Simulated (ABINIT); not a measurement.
AlN:

```
Al N
1.0
     3.11300    0.00000    0.00000
    -1.55650    2.69594    0.00000
     0.00000    0.00000    4.98100
Al N
2 2
Direct
  0.66667 0.33333 0.50000
  0.33333 0.66667 0.00000
  0.66667 0.33333 0.88000
  0.33333 0.66667 0.38000
```

```yaml
Program: ABINIT 10.8.3 (patched build)
Task: relaxation of cell and atoms
Functional: LDA
Potentials_or_basis: PseudoDojo NC SR LDA v0.4.1 standard
Cutoff: 980 eV
k_mesh: 8 × 8 × 4
Occupations: fermi-dirac, width 0.05 eV
Spin: no spin polarisation
```

At the start: pressure -5.8 GPa; volume 10.45 Å³/atom.

Q: Where does the relaxation end?

A: Over 7 steps the energy falls by 5.9 meV/atom and the volume is 10.15 Å³/atom (-2.9 %); space group P6_3mc (No. 186, to 0.05 Å).

Step by step:
```
step  energy change (eV)  largest force (eV/Å)  pressure (GPa)  volume (Å³)
   1              0.0000                0.1142           -5.82        41.80
   2             -0.0198                0.0739           -2.36        41.06
   3             -0.0223                0.1315           -0.13        40.62
   4             -0.0236                0.0268            0.29        40.54
   5             -0.0237                0.0011           -0.01        40.60
   6             -0.0237                0.0003           -0.02        40.60
   7             -0.0238                0.0002            0.00        40.59
```

Final structure:
```
CELL_PARAMETERS angstrom
3.08214 0.00000 0.00000
-1.54107 2.66921 0.00000
0.00000 0.00000 4.93410
ATOMIC_POSITIONS crystal
Al 0.66667 0.33333 0.49904
Al 0.33333 0.66667 0.99904
N 0.66667 0.33333 0.88096
N 0.33333 0.66667 0.38096
```
